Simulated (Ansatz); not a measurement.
Input and output for HfN (WC type): DFT, PBE, PAW with Ansatz's default frozen-core files, scalar-relativistic (Ansatz 0.2.0). This run: WC relaxed under pressure.

The start is a guessed cell of a prototype that needn't be stable.

Command: `ansatz run input.yaml --threads 1 --pin off --max-ram 3584MiB --backend cpu --events-out ev --progress --plain --runs-dir out` It took 38 s on 1 thread of Intel(R) Xeon(R) 6975P-C (Granite Rapids) (shared host), peak memory 0.46 GiB.

```yaml
crystal:
  lattice:
    - [3.0259623398, 0.0, 0.0]
    - [-1.5129811699, 2.6205602571, 0.0]
    - [0.0, 0.0, 2.965443093]
  atoms:
    - { symbol: Hf, position: [0.0, 0.0, 0.0] }
    - { symbol: "N", position: [0.3333333333, 0.6666666667, 0.5] }
kpoints:
  mp_grid: { grid: [15, 15, 13] }
scf:
  occupations: { method: fermi_dirac, width: 0.05 }
hamiltonian:
  xc: pbe
  pseudopotentials: { kind: paw }
output:
  forces: true
  stress: true
  eigenvalues: true
relax:
  f_tol: 0.005
  max_steps: 40
  cell: { p_target: 0.0059, stress_tol: 0.03 }
```

Output:

```
Engine: ansatz 0.2.0
Pseudopotentials: kind: paw
Pseudopotential: Hf, paw, valence charge 26, recommended cutoff 420 eV (normal), Hf.paw.azcp
Pseudopotential: N, paw, valence charge 5, recommended cutoff 420 eV (normal), N.paw.azcp
Functional definition: PBE
  parameter kappa = 0.804
  parameter beta = 0.06672455060314922
  exchange = pbe_x(kappa = kappa, mu = beta*pi^2/3)
  correlation = pbe_c(beta = beta)
Crystal: 2 atoms, lattice volume = 23.515 Å³
Basis set: ecut = 420 eV, 441 PW (Γ), exchange–correlation on 48×48×40 points (8 copies of the dense FFT grid, shifted against one another)
Bands: 20, of which v1, the nominal top of the filled ones, is band 16 counted from 1 (15 counted from 0)
Symmetry: 12 space group operations
Space group: P-6m2 (ITA 187), of the structure as read, at distance tolerance 2.9e-5 Å
k-points: 189 of 2925 (time reversal used)
Non-local potential: Hf, projectors of the file, l = 0: 3, l = 1: 2, l = 2: 2, l = 3: 3
Non-local potential: N, projectors of the file, l = 0: 2, l = 1: 2, l = 2: 1
PAW form: soft (Blöchl's): semilocal exchange-correlation on the pseudo side does not see the compensation charge
PAW one-centre angular grid: Hf, 590 points (default); XC on 64 Gauss nodes
PAW one-centre angular grid: N, 110 points (default); XC on 64 Gauss nodes
Initial density: superposition of atomic densities (neutral atoms: chi_scale 0, normalization atom), corrected by the library's trained network
Initial wavefunctions: pseudopotential atomic-orbital guess
Functional: x = pbe(κ = 0.804, μ = 0.2195149727645171), c = pbe(β = 0.06672455060314922)
SCF iter   1: F=—  HF=-16107.879803 eV  |F-HF|=—  |Δ(HF+E_count)|=         —  Δρ=1.15e-2  dr2=2.96e-2  ethr=1.77e-3  ⟨swp⟩=5.4  Hψ=16058  notcnv=0
preconditioner: auto → none  [metal: Δε(μ)=0.007 eV  Ē_g=18.830 eV  σ=0.050 eV  W_gap=0.04  n_scr=8 (ndim 8)  ℏωp=41.2 eV  f_vac=0.000  D(μ)=1.50/eV (n_scr^D=20)  sad-step TF]
SCF iter   2: F=—  HF=-16107.876334 eV  |F-HF|=—  |Δ(HF+E_count)|=   3.47e-3  Δρ=7.54e-3  dr2=1.45e-2  ethr=9.56e-5  ⟨swp⟩=1.4  Hψ=5422  notcnv=0
SCF iter   3: F=—  HF=-16107.873242 eV  |F-HF|=—  |Δ(HF+E_count)|=   3.09e-3  Δρ=1.13e-3  dr2=3.21e-4  ethr=4.69e-5  ⟨swp⟩=2.2  Hψ=5674  notcnv=0
SCF iter   4: F=—  HF=-16107.872973 eV  |F-HF|=—  |Δ(HF+E_count)|=   2.69e-4  Δρ=6.54e-4  dr2=5.03e-5  ethr=1.03e-6  ⟨swp⟩=2.0  Hψ=6723  notcnv=0
SCF iter   5: F=—  HF=-16107.872935 eV  |F-HF|=—  |Δ(HF+E_count)|=   3.86e-5  Δρ=1.03e-4  dr2=1.08e-6  ethr=1.62e-7  ⟨swp⟩=2.0  Hψ=6427  notcnv=0
SCF iter   6: F=-16107.872935 eV  HF=-16107.872935 eV  |F-HF|=3.23e-8  |Δ(HF+E_count)|=   5.06e-7  Δρ=1.85e-5  dr2=4.94e-8  ethr=3.23e-10  ⟨swp⟩=6.4  Hψ=19644  notcnv=0
SCF 1 converged in 6 iterations: F = -16107.872935 eV  dr2 = 4.94e-8
  greatest PAW one-centre occupation: 0.998 electrons in one spin orbital (limit 2), on the Hf atom at site 0 (counted from 0), in its partial waves of l = 0
relax step   1: F+E_penalty+E_count = -16107.87293528 eV  Δ(F+E_penalty+E_count) = +0.000e0 eV  max|allowed force component| = 4.626e-17 eV/Å  Δτ_max = 0.0000 Å  P = +6.539 GPa  Ω = 23.515 Å³  (6 SCF iters, dr2 threshold 1.00e-7 eV, accepted)
Crystal: 2 atoms, lattice volume = 24.626 Å³
Basis set: ecut = 420 eV, 477 PW (Γ), exchange–correlation on 48×48×40 points (8 copies of the dense FFT grid, shifted against one another)
Initial density: handed on by an earlier stage of this run
Initial wavefunctions: those handed on with the density
iter 1 solved again at ethr=1.57e-4 eV; its pass at ethr=3.10e-3 eV (dr2=4.87e-2 eV) is discarded
SCF iter   1: F=—  HF=-16107.866480 eV  |F-HF|=—  |Δ(HF+E_count)|=         —  Δρ=1.47e-2  dr2=5.13e-2  ethr=1.57e-4  ⟨swp⟩=2.0  Hψ=27564  notcnv=0
preconditioner: auto → none  [metal: Δε(μ)=0.013 eV  Ē_g=18.639 eV  σ=0.050 eV  W_gap=0.06  n_scr=8 (ndim 8)  ℏωp=40.3 eV  f_vac=0.000  D(μ)=1.80/eV (n_scr^D=20)]
SCF iter   2: F=—  HF=-16107.849661 eV  |F-HF|=—  |Δ(HF+E_count)|=   1.68e-2  Δρ=4.97e-3  dr2=2.81e-3  ethr=1.57e-4  ⟨swp⟩=2.2  Hψ=7168  notcnv=0
SCF iter   3: F=—  HF=-16107.849350 eV  |F-HF|=—  |Δ(HF+E_count)|=   3.12e-4  Δρ=1.28e-3  dr2=8.87e-5  ethr=9.08e-6  ⟨swp⟩=2.1  Hψ=6612  notcnv=0
SCF iter   4: F=—  HF=-16107.849434 eV  |F-HF|=—  |Δ(HF+E_count)|=   8.46e-5  Δρ=3.84e-4  dr2=1.75e-5  ethr=2.86e-7  ⟨swp⟩=2.0  Hψ=6753  notcnv=0
SCF iter   5: F=—  HF=-16107.849420 eV  |F-HF|=—  |Δ(HF+E_count)|=   1.44e-5  Δρ=5.30e-5  dr2=2.89e-7  ethr=5.64e-8  ⟨swp⟩=3.0  Hψ=8513  notcnv=0
SCF iter   6: F=-16107.849420 eV  HF=-16107.849420 eV  |F-HF|=9.47e-9  |Δ(HF+E_count)|=   1.77e-8  Δρ=1.36e-5  dr2=1.78e-8  ethr=6.45e-10  ⟨swp⟩=7.1  Hψ=20305  notcnv=0
SCF 2 converged in 6 iterations: F = -16107.849420 eV  dr2 = 1.78e-8
relax step   2: F+E_penalty+E_count = -16107.84942002 eV  Δ(F+E_penalty+E_count) = +2.352e-2 eV  max|allowed force component| = 1.156e-16 eV/Å  Δτ_max = 0.0000 Å  P = -2.191 GPa  Ω = 24.626 Å³  energy of the carried Pulay correction = -3.253e-3 eV  (6 SCF iters, dr2 threshold 2.00e-7 eV, rejected (line search))
Crystal: 2 atoms, lattice volume = 24.239 Å³
Basis set: ecut = 420 eV, 465 PW (Γ), exchange–correlation on 48×48×40 points (8 copies of the dense FFT grid, shifted against one another)
iter 1 solved again at ethr=5.87e-5 eV; its pass at ethr=3.10e-3 eV (dr2=1.82e-2 eV) is discarded
SCF iter   1: F=—  HF=-16107.934216 eV  |F-HF|=—  |Δ(HF+E_count)|=         —  Δρ=8.63e-3  dr2=1.82e-2  ethr=5.87e-5  ⟨swp⟩=2.0  Hψ=24487  notcnv=0
preconditioner: auto → none  [metal: Δε(μ)=0.036 eV  Ē_g=18.661 eV  σ=0.050 eV  W_gap=0.18  n_scr=8 (ndim 8)  ℏωp=40.6 eV  f_vac=0.000  D(μ)=1.79/eV (n_scr^D=20)]
SCF iter   2: F=—  HF=-16107.928158 eV  |F-HF|=—  |Δ(HF+E_count)|=   6.06e-3  Δρ=3.01e-3  dr2=1.12e-3  ethr=5.86e-5  ⟨swp⟩=2.5  Hψ=6917  notcnv=0
SCF iter   3: F=—  HF=-16107.927969 eV  |F-HF|=—  |Δ(HF+E_count)|=   1.89e-4  Δρ=7.44e-4  dr2=3.13e-5  ethr=3.63e-6  ⟨swp⟩=2.4  Hψ=6276  notcnv=0
SCF iter   4: F=—  HF=-16107.927991 eV  |F-HF|=—  |Δ(HF+E_count)|=   2.26e-5  Δρ=1.72e-4  dr2=4.16e-6  ethr=1.01e-7  ⟨swp⟩=2.0  Hψ=6686  notcnv=0
[... lines left out ...]
iter 5 did not close the SCF: its close was put off for the readings that it lacked (scf_convergence_deferred on its scf_iter line)
SCF iter   5: F=-16107.930903 eV  HF=-16107.930903 eV  |F-HF|=7.28e-12  |Δ(HF+E_count)|=  7.28e-12  Δρ=3.12e-8  dr2=4.68e-14  ethr=1.00e-12  ⟨swp⟩=1.0  Hψ=3780  notcnv=0
iter 6 did not close the SCF: its close was put off for the readings that it lacked (scf_convergence_deferred on its scf_iter line)
SCF iter   6: F=-16107.930903 eV  HF=-16107.930903 eV  |F-HF|=7.28e-12  |Δ(HF+E_count)|=    0.00e0  Δρ=6.42e-9  dr2=2.54e-15  ethr=1.00e-12  ⟨swp⟩=1.0  Hψ=3780  notcnv=0
iter 7 did not close the SCF: its close was put off for the readings that it lacked (scf_convergence_deferred on its scf_iter line)
SCF iter   7: F=-16107.930903 eV  HF=-16107.930903 eV  |F-HF|=7.28e-12  |Δ(HF+E_count)|=    0.00e0  Δρ=7.61e-10  dr2=8.11e-17  ethr=1.00e-12  ⟨swp⟩=1.0  Hψ=3780  notcnv=0
SCF iter   8: F=-16107.930903 eV  HF=-16107.930903 eV  |F-HF|=7.28e-12  |Δ(HF+E_count)|=  1.82e-12  Δρ=2.89e-10  dr2=4.72e-18  ethr=1.00e-12  ⟨swp⟩=2.3  Hψ=11446  notcnv=0
SCF 8 converged in 8 iterations: F = -16107.930903 eV  dr2 = 4.72e-18
relax step   8: F+E_penalty+E_count = -16107.93090344 eV  Δ(F+E_penalty+E_count) = -3.790e-5 eV  max|allowed force component| = 4.163e-17 eV/Å  Δτ_max = 0.0000 Å  P = +0.013 GPa  Ω = 24.233 Å³  stress off target by 1.06e-2 GPa  SCF on the basis re-selected at this cell (its energy is not comparable with the rows above)  (8 SCF iters)
basis re-selected at this cell: Δ(F+E_penalty+E_count) = -3.790e-5 eV, ΔP = +0.001 GPa vs the last step (what re-selecting the basis moved, of the pressure what is left beyond the Pulay correction that the steps carried, after the strain that the cell walked since its last selection, with what the two solves' SCF thresholds leave and, on support functions, any second-order correction that the steps lacked; it is no measure of the basis error at this ecutwfc). This SCF's stress stands 1.06e-2 GPa from its target on what of the cell is left free (relax.cell.stress_tol is 3.00e-2 GPa) and its largest allowed force component is 4.16e-17 eV/Å (relax.f_tol is 5.00e-3 eV/Å): within both
SCF converged after 8 iterations
Free energy (F): -16107.930903 eV
Harris-Foulkes:  -16107.930903 eV  (|F-HF|=7.28e-12)
Internal energy: -16107.916659 eV  (E = F + TS)
E sigma→0 (E₀):  -16107.923781 eV
Entropy (-TS):   -0.014245 eV (-7.122 meV/atom)
Fermi energy:    21.578527 eV
--- Per-component energies (eV) ---
  E_band       = 142.757685
  E_kinetic    = 555.984322
  E_local      = -4938.078086  (includes V_loc(G=0)·N_el)
  E_nonlocal   = -1198.604236
  E_hartree    = 2331.786453
  E_xc         = -361.295191
  E_vxc        = -344.323411  (∫ρ·V_xc dr)
  E_paw        = -7054.680766  (= ΣΔE_a)
  E_vpaw       = 1404.206096  (= ΣTr[D̂ρ^β])
  E_aug_tail   = 0.000092  (compensation charges beyond the density's cutoff)
  E_ewald      = -5443.029248
  E_smearing   = -0.014245  (= −TS)
  E_closure    = -0.000000  (closes the sum)
  Σ components = -16107.930903   (vs F -16107.930903, Δ=0.00e0)
--- Forces (eV/Å), atoms counted from 1 ---
  atom   1  Hf     0.00000000     0.00000000     0.00000000
  atom   2  N     -0.00000000     0.00000000     0.00000000
  max |Σ_I F_I| component: 7.40e-17 eV/Å
--- Stress (GPa, compression-positive) ---
        0.016454       0.000000      -0.000000
       -0.000000       0.016454      -0.000000
       -0.000000       0.000000       0.004737
  P = ⅓ Tr σ = 0.0125 GPa (0.125 kbar)
--- Band table (eV; the first three rows and the last of 189) ---
  k-point 0: bands = ["-40.2611", "-8.6887", "-8.6887", "-8.4935", "5.4643", "9.7976", "9.8786", "9.8786", "9.8904", "9.8913", "9.8913", "9.9288", "18.1585", "18.1585", "19.3194", "19.9908", "23.6653", "26.4019", "26.4019", "27.4865"]
  k-point 1: bands = ["-40.2575", "-8.6830", "-8.6830", "-8.5622", "5.5793", "9.7972", "9.8747", "9.8747", "9.8904", "9.8959", "9.8959", "9.9232", "18.2082", "18.2082", "18.6342", "20.5980", "23.8996", "25.8213", "25.8213", "27.8165"]
  k-point 2: bands = ["-40.2475", "-8.7481", "-8.6670", "-8.6670", "5.9038", "9.7952", "9.8659", "9.8659", "9.8905", "9.9070", "9.9070", "9.9101", "17.5739", "18.3478", "18.3478", "21.5507", "24.4921", "24.9033", "24.9033", "27.9863"]
  k-point 188: bands = ["-40.1351", "-9.2925", "-9.1750", "-9.1188", "7.1179", "9.8036", "9.8627", "9.8713", "9.8941", "9.9341", "9.9346", "10.0116", "15.1077", "16.4605", "18.9412", "22.4764", "27.0219", "27.8168", "29.4167", "29.6755"]
--- Relaxed structure (6 steps of the walk, 5 accepted, 2 SCFs on fresh bases) ---
  F+E_penalty+E_count = -16107.93090344 eV   max|allowed force component| = 4.163e-17 eV/Å   (the final SCF, on the basis selected at the relaxed cell)
  cell:  # Å, volume = 24.2327 Å³
    - [3.100007484327735, 5.424465883578978e-34, -3.5516565803763807e-19]
    - [-1.5500037421638675, 2.6846852333497084, 1.7758282901881903e-19]
    - [-3.4806234488051995e-19, 0.0, 2.9116892526875633]
  atoms:
    - { symbol: Hf, position: [5.041327710245777e-56, -3.700743415524894e-17, 2.7060738816927553e-36] }
    - { symbol: N, position: [0.3333333333333333, 0.6666666666666666, 0.5] }
```

Next run (NiAs relaxed under pressure), as changes to the input before:

```diff
   lattice:
-    - [3.0259623398, 0.0, 0.0]
-    - [-1.5129811699, 2.6205602571, 0.0]
-    - [0.0, 0.0, 2.965443093]
+    - [3.2721884675, 0.0, 0.0]
+    - [-1.6360942337, 2.8337983388, 0.0]
+    - [0.0, 0.0, 5.0718921246]
   atoms:
-    - { symbol: "N", position: [0.3333333333, 0.6666666667, 0.5] }
+    - { symbol: Hf, position: [0.0, 0.0, 0.5] }
+    - { symbol: "N", position: [0.3333333333, 0.6666666667, 0.25] }
+    - { symbol: "N", position: [0.6666666667, 0.3333333333, 0.75] }
 kpoints:
-  mp_grid: { grid: [15, 15, 13] }
+  mp_grid: { grid: [10, 10, 6] }
 scf:
   eigenvalues: true
+  write_density: true
+  write_potential: true
+  elf: true
+  volumetric_format: npy
 relax:
```

Results part of the output:

```
basis re-selected at this cell: Δ(F+E_penalty+E_count) = -1.718e-4 eV, ΔP = -0.002 GPa vs the last step (what re-selecting the basis moved, of the pressure what is left beyond the Pulay correction that the steps carried, after the strain that the cell walked since its last selection, with what the two solves' SCF thresholds leave and, on support functions, any second-order correction that the steps lacked; it is no measure of the basis error at this ecutwfc). This SCF's stress stands 8.68e-3 GPa from its target on what of the cell is left free (relax.cell.stress_tol is 3.00e-2 GPa) and its largest allowed force component is 1.85e-16 eV/Å (relax.f_tol is 5.00e-3 eV/Å): within both
SCF converged after 6 iterations
Free energy (F): -32215.996068 eV
Harris-Foulkes:  -32215.996068 eV  (|F-HF|=0.00e0)
Internal energy: -32215.983237 eV  (E = F + TS)
E sigma→0 (E₀):  -32215.989653 eV
Entropy (-TS):   -0.012832 eV (-3.208 meV/atom)
Fermi energy:    22.093138 eV
--- Per-component energies (eV) ---
  E_band       = 271.759391
  E_kinetic    = 1111.166666
  E_local      = -9955.398994  (includes V_loc(G=0)·N_el)
  E_nonlocal   = -2397.341904
  E_hartree    = 4696.354277
  E_xc         = -722.338096
  E_vxc        = -688.330289  (∫ρ·V_xc dr)
  E_paw        = -14109.179896  (= ΣΔE_a)
  E_vpaw       = 2808.955068  (= ΣTr[D̂ρ^β])
[... lines left out ...]
        0.000000      -0.000000       0.010234
  P = ⅓ Tr σ = 0.0016 GPa (0.016 kbar)
--- Band table (eV; the first three rows and the last of 56) ---
  k-point 0: bands = ["-40.4780", "-40.3923", "-9.8861", "-8.9787", "-8.9787", "-8.8462", "-8.8462", "-8.5687", "5.3354", "7.4262", "9.5584", "9.6033", "9.6118", "9.6118", "9.6743", "9.6743", "9.6756", "9.6768", "9.6842", "9.6842", "9.7476", "9.7650", "9.7650", "9.7878", "13.8743", "17.0703", "17.0703", "19.2545", "19.2647", "19.8311", "19.8311", "22.9230", "22.9230", "22.9292", "22.9292", "23.9813", "26.8821", "27.1023"]
  k-point 1: bands = ["-40.4723", "-40.3981", "-9.8058", "-8.9699", "-8.9699", "-8.8552", "-8.8552", "-8.6664", "5.4665", "7.2697", "9.5599", "9.6034", "9.6160", "9.6160", "9.6701", "9.6701", "9.6757", "9.6768", "9.6888", "9.6888", "9.7385", "9.7531", "9.7587", "9.7587", "14.1664", "17.1921", "17.1921", "18.2566", "19.4882", "19.4882", "20.2119", "23.0562", "23.0562", "23.2803", "23.2803", "24.3753", "26.0721", "27.1509"]
  k-point 2: bands = ["-40.4567", "-40.4139", "-9.5815", "-8.9459", "-8.9459", "-8.9253", "-8.8797", "-8.8797", "5.8266", "6.8587", "9.5660", "9.5973", "9.6275", "9.6275", "9.6587", "9.6587", "9.6759", "9.6765", "9.7020", "9.7020", "9.7046", "9.7172", "9.7422", "9.7422", "14.9305", "17.1244", "17.5468", "17.5468", "18.7955", "18.7955", "21.3805", "23.4167", "23.4167", "23.8276", "23.8276", "24.5694", "25.3101", "26.7802"]
  k-point 55: bands = ["-40.3846", "-40.3846", "-9.4856", "-9.4856", "-9.3424", "-9.3424", "-9.0773", "-9.0773", "7.0564", "7.0564", "9.5967", "9.5967", "9.6472", "9.6472", "9.6613", "9.6613", "9.6866", "9.6866", "9.6976", "9.6976", "9.7297", "9.7297", "9.7759", "9.7759", "15.8479", "15.8479", "16.7017", "16.7017", "17.4216", "17.4216", "22.7547", "22.7547", "24.7774", "24.7774", "25.8838", "25.8838", "27.2166", "27.2166"]
--- Relaxed structure (8 steps of the walk, 8 accepted, 2 SCFs on fresh bases) ---
  F+E_penalty+E_count = -32215.99606835 eV   max|allowed force component| = 1.850e-16 eV/Å   (the final SCF, on the basis selected at the relaxed cell)
  cell:  # Å, volume = 48.9568 Å³
    - [3.158051991510858, -2.7860624811136077e-11, -9.320567279418745e-34]
    - [-1.5790259957313009, 2.7349532511343715, 1.2724256707526556e-33]
    - [-1.2642781187141463e-33, 1.3530735718679828e-33, 5.668187901809126]
  atoms:
    - { symbol: Hf, position: [4.996088292500977e-34, 2.6441793995570582e-34, 1.3290414385315702e-34] }
    - { symbol: Hf, position: [-1.360351232704178e-34, 6.973270973124006e-35, 0.49999999999999994] }
    - { symbol: N, position: [0.3333333333333333, 0.6666666666666666, 0.24999999999999997] }
    - { symbol: N, position: [0.6666666666666666, 0.3333333333333333, 0.7499999999999999] }
```

Next run (zincblende relaxed under pressure), as changes to the input before:

```diff
   lattice:
-    - [3.2721884675, 0.0, 0.0]
-    - [-1.6360942337, 2.8337983388, 0.0]
-    - [0.0, 0.0, 5.0718921246]
+    - [0.0, 2.416385223, 2.416385223]
+    - [2.416385223, 0.0, 2.416385223]
+    - [2.416385223, 2.416385223, 0.0]
   atoms:
-    - { symbol: Hf, position: [0.0, 0.0, 0.5] }
-    - { symbol: "N", position: [0.3333333333, 0.6666666667, 0.25] }
-    - { symbol: "N", position: [0.6666666667, 0.3333333333, 0.75] }
+    - { symbol: "N", position: [0.25, 0.25, 0.25] }
 kpoints:
-  mp_grid: { grid: [10, 10, 6] }
+  mp_grid: { grid: [14, 14, 14] }
 scf:
   eigenvalues: true
-  write_density: true
-  write_potential: true
-  elf: true
-  volumetric_format: npy
 relax:
```

Command: `ansatz run input.yaml --threads 1 --pin off --max-ram 3584MiB --backend cpu --events-out ev --progress --plain --runs-dir out` It took 44 s on 1 thread of Intel(R) Xeon(R) 6975P-C (Granite Rapids), with other jobs on the host, peak memory 0.42 GiB.

Results part of the output:

```
basis re-selected at this cell: Δ(F+E_penalty+E_count) = -6.227e-5 eV, ΔP = +0.001 GPa vs the last step (what re-selecting the basis moved, of the pressure what is left beyond the Pulay correction that the steps carried, after the strain that the cell walked since its last selection, with what the two solves' SCF thresholds leave and, on support functions, any second-order correction that the steps lacked; it is no measure of the basis error at this ecutwfc). This SCF's stress stands 5.78e-3 GPa from its target on what of the cell is left free (relax.cell.stress_tol is 3.00e-2 GPa) and its largest allowed force component is 3.75e-16 eV/Å (relax.f_tol is 5.00e-3 eV/Å): within both
SCF converged after 8 iterations
Free energy (F): -16108.196153 eV
Harris-Foulkes:  -16108.196153 eV  (|F-HF|=7.28e-12)
Internal energy: -16108.191107 eV  (E = F + TS)
E sigma→0 (E₀):  -16108.193630 eV
Entropy (-TS):   -0.005046 eV (-2.523 meV/atom)
Fermi energy:    17.820671 eV
--- Per-component energies (eV) ---
  E_band       = 2.597856
  E_kinetic    = 553.297149
  E_local      = -5657.104877  (includes V_loc(G=0)·N_el)
  E_nonlocal   = -1198.004661
  E_hartree    = 2621.554531
  E_xc         = -360.058778
  E_vxc        = -342.518143  (∫ρ·V_xc dr)
  E_paw        = -7054.910630  (= ΣΔE_a)
  E_vpaw       = 1403.819231  (= ΣTr[D̂ρ^β])
  E_aug_tail   = 0.000094  (compensation charges beyond the density's cutoff)
  E_ewald      = -5012.963935
  E_smearing   = -0.005046  (= −TS)
  E_closure    = -0.000000  (closes the sum)
  Σ components = -16108.196153   (vs F -16108.196153, Δ=0.00e0)
--- Forces (eV/Å), atoms counted from 1 ---
  atom   1  Hf    -0.00000000    -0.00000000    -0.00000000
  atom   2  N      0.00000000     0.00000000     0.00000000
  max |Σ_I F_I| component: 2.04e-16 eV/Å
--- Stress (GPa, compression-positive) ---
        0.011684      -0.000000      -0.000000
       -0.000000       0.011684       0.000000
       -0.000000       0.000000       0.011684
  P = ⅓ Tr σ = 0.0117 GPa (0.117 kbar)
--- Band table (eV; the first three rows and the last of 104) ---
  k-point 0: bands = ["-44.7611", "-13.3341", "-13.3341", "-13.3341", "1.4943", "5.2954", "5.2954", "5.2954", "5.3636", "5.3636", "5.3636", "5.4415", "12.3380", "12.3380", "12.3380", "17.0906", "20.0084", "20.0084", "24.3357", "24.3357"]
  k-point 1: bands = ["-44.7601", "-13.3584", "-13.3372", "-13.3372", "1.5535", "5.2956", "5.2966", "5.2966", "5.3615", "5.3615", "5.3637", "5.4438", "12.2183", "12.3759", "12.3759", "17.3704", "19.9203", "19.9203", "24.1937", "24.4580"]
  k-point 2: bands = ["-44.7573", "-13.4255", "-13.3459", "-13.3459", "1.7170", "5.2967", "5.2999", "5.2999", "5.3560", "5.3560", "5.3639", "5.4492", "11.9677", "12.4786", "12.4786", "18.0712", "19.7387", "19.7387", "23.8516", "24.6923"]
  k-point 103: bands = ["-44.7340", "-13.7141", "-13.5762", "-13.4943", "2.9740", "5.3010", "5.3165", "5.3295", "5.3310", "5.3322", "5.3460", "5.4117", "11.9766", "12.8908", "14.2026", "16.4974", "19.1980", "21.3718", "22.7703", "24.2266"]
--- Relaxed structure (5 steps of the walk, 5 accepted, 2 SCFs on fresh bases) ---
  F+E_penalty+E_count = -16108.19615278 eV   max|allowed force component| = 3.747e-16 eV/Å   (the final SCF, on the basis selected at the relaxed cell)
  cell:  # Å, volume = 29.6926 Å³
    - [4.2541177801568935e-33, 2.457760881907293, 2.457760881907293]
    - [2.457760881907293, 2.6047472537461568e-33, 2.457760881907293]
    - [2.457760881907293, 2.457760881907293, 9.165040589043394e-33]
  atoms:
    - { symbol: Hf, position: [-6.334722857154187e-34, 6.6003993072576395e-34, 1.643042796108537e-33] }
    - { symbol: N, position: [0.25, 0.25, 0.25] }
```

Spin–orbit coupling is left out, which matters for the heavy atoms.
